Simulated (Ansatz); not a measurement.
O under changes of volume

One of the cells (18.134 Å³/atom); the others are scaled copies at fixed shape and fractional positions:

```
CELL_PARAMETERS angstrom
1.67495 0.96703 3.73200
-1.67495 0.96703 3.73200
0.00000 -1.93406 3.73200
ATOMIC_POSITIONS crystal
O 0.05461 0.05461 0.05461
O 0.94539 0.94539 0.94539
```

The real solid is made of molecules; this cell is a model form.

| Quantity | Value |
| --- | --- |
| Program | Ansatz 0.2.0 |
| Functional | PBE |
| Potentials or basis | Ansatz PAW |
| Cutoff | 420 eV (not typed: the program's choice for these potentials) |
| k mesh | 9 × 9 × 9 |
| Occupations | fermi-dirac, width 0.05 eV |
| Spin | no spin polarisation |

```csv
volume (Å³/atom),energy over the lowest point (meV/atom),pressure (GPa),largest force (eV/Å)
17.046,0.00,0.1,1.394
17.409,1.49,-1.0,0.763
17.772,5.43,-2.1,0.177
18.134,11.53,-3.0,0.371
18.497,?,?,?
18.860,29.65,-4.6,1.362
19.223,41.12,-5.2,1.809
```

Task: What does the run at 18.497 Å³/atom give?

Result: Energy over the lowest point 19.67 meV/atom; pressure -3.8 GPa; largest force 0.883 eV/Å.

Worked out: A Birch-Murnaghan fit of order 3 (a polynomial in V^(-2/3)) to the other rows has its minimum at 17.03 Å³/atom, just outside them, with B0 = V·E''(V) = 58 GPa and B' = 4.2 at fixed shape and positions, which overstates the stiffness. It gives 19.70 meV/atom at 18.497 Å³/atom, against the run's 19.67, and -dE/dV = -4.0 GPa, against -3.8.

Energies are extrapolated to zero smearing.

Caveats: spin is off for a triplet molecule; forces of over 1 eV/Å show positions far from the minimum, so gaps and moduli don't describe the material at rest (some runs).
